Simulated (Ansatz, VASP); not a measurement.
**Two plane-wave programs on Sb**

The input INCAR:

```
  PREC = Accurate
  ENCUT = 520
  EDIFF = 1E-6
  ISMEAR = -1
  SIGMA = 0.15
  LREAL = False
  LASPH = True
  NELM = 80
  ALGO = Normal
  ISIF = 2
  LWAVE = False
  LCHARG = False
  NBANDS = 8
```

KPOINTS

```
regular mesh
0
Gamma
  10 10 10
```

The input POSCAR:

```
Sb
1.0
    3.5107790000      0.0000000000      0.0000000000
    0.6789527250      3.4445017614      0.0000000000
   -2.0948657819     -1.7222508144      2.2295646828
Sb
1
Direct
    0.0000000000      0.0000000000      0.0000000000
```

Input for Ansatz:

```yaml
crystal:
  lattice:
    - [3.510779, 0.0, 0.0]
    - [0.678952725039137, 3.4445017613586626, 0.0]
    - [-2.0948657819404604, -1.7222508144328752, 2.2295646827758286]
  atoms:
    - { symbol: Sb, position: [0.0, 0.0, 0.0] }
basis:
  ecutwfc: 557.833418042754
kpoints:
  mp_grid:
    grid: [10, 10, 10]
hamiltonian:
  xc: lda
scf:
  convergence:
    dr2_threshold: 1.0e-10
  occupations:
    method: fermi_dirac
    width: 0.15
output:
  forces: true
  stress: true
```

This isn't the form of Sb at room conditions, which is rhombohedral.

Alike in both runs: task single point; functional LDA; k mesh 10 × 10 × 10; occupations fermi-dirac, width 0.15 eV; no spin polarisation.

|  | VASP | Ansatz |
| --- | --- | --- |
| version | VASP 6.6.1 | Ansatz 0.2.0 |
| potentials or method | VASP PAW LDA potentials, release 64 (Sb) | plane waves, PAW |
| plane-wave cutoff (eV) | 520 | 558 |
| valence electrons in the cell | 5 | 15 |

|  | VASP | Ansatz | Ansatz less VASP |
| --- | --- | --- | --- |
| pressure (GPa) | -2.0 | -2.1 | -0.11 |
| largest component of the traceless stress (GPa) | 0.09 | 0.13 | +0.038 |

The two sets of potentials don't hold the same shells in valence.

Spin-orbit coupling is left out, which matters for the levels of Sb.
